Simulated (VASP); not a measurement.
Crystal: TiH2.

```xyz
3
Lattice="-1.5886 1.5886 2.0699 1.5886 -1.5886 2.0699 1.5886 1.5886 -2.0699" Properties=species:S:1:pos:R:3 pbc="T T T"
Ti    0.0000    0.0000    0.0000
H     1.5886    0.0000    1.0349
H     0.0000    1.5886    1.0349
```

The cell comes from a database or a generator and needn't be the stable form of this composition.

Base run:

| Quantity | Value |
| --- | --- |
| Program | VASP 6.6.1 |
| Functional | r2SCAN |
| Potentials or basis | VASP PAW PBE potentials, release 64 (Ti_sv, H) |
| Cutoff | 520 eV |
| k mesh | 18 × 18 × 18 |
| Occupations | gaussian, width 0.1 eV |
| Spin | no spin polarisation |

Its results: band gap on the k mesh none (metal or under the smearing width); pressure 3.4 GPa.

The run is repeated on the same cell with these changes: functional from r2SCAN to PBEsol; potentials or basis from VASP PAW PBE potentials, release 64 (Ti_sv, H) to VASP PAW PBE potentials, release 64 (Ti_sv, H_h); cutoff from 520 eV to 900 eV. What comes out?

Band gap on the k mesh none (metal or under the smearing width); pressure -0.1 GPa.

Caveats: the PAW data sets were made with another functional, which shifts forces and pressure a little.
